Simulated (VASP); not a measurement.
Pd:

```
Pd
1.0
     2.78367    0.00000    0.00000
    -1.39183    2.41072    0.00000
     0.00000    0.00000    4.62889
Pd
2
Direct
  0.33333 0.66667 0.25000
  0.66667 0.33333 0.75000
```

This isn't the form of Pd at room conditions, which is fcc.

```yaml
Program: VASP 6.6.1
Task: single point
Functional: PBE
Potentials_or_basis: VASP PAW PBE potentials, release 64 (Pd)
Cutoff: 900 eV
k_mesh: 23 × 23 × 12
Occupations: fermi-dirac, width 0.05 eV
Spin: no spin polarisation
```

On this cell: pressure -1.6 GPa; largest force under 0.003 eV/Å; band gap on the k mesh none (metal or under the smearing width).

The same run follows on a disturbed copy (grid = ENCUT=900 k=23x23x12 ISMEAR=-1 SIGMA=0.05 PREC=Accurate EDIFF=1e-08 LREAL=False ADDGRID=False LASPH=True; atoms moved at random, drawn with an rms of 0.1 Å):

```xyz
2
Lattice="2.7837 0.0000 0.0000 -1.3918 2.4107 0.0000 0.0000 0.0000 4.6289" Properties=species:S:1:pos:R:3 pbc="T T T"
Pd    0.0937    1.6170    1.1374
Pd    1.5029    0.7884    3.4604
```

Problem. What does the disturbed cell give?

Solution. The energy (extrapolated to zero smearing) moves by +0.3 meV/atom; pressure -1.6 GPa; largest force 0.073 eV/Å; band gap on the k mesh none (metal or under the smearing width).

Forces on the atoms (eV/Å):
```
Pd   0.013 -0.023  0.068
Pd  -0.013  0.023 -0.068
```

Stress tensor (GPa, compression positive):
```
-2.14  0.17  0.01
 0.17 -1.63 -0.01
 0.01 -0.01 -1.02
```
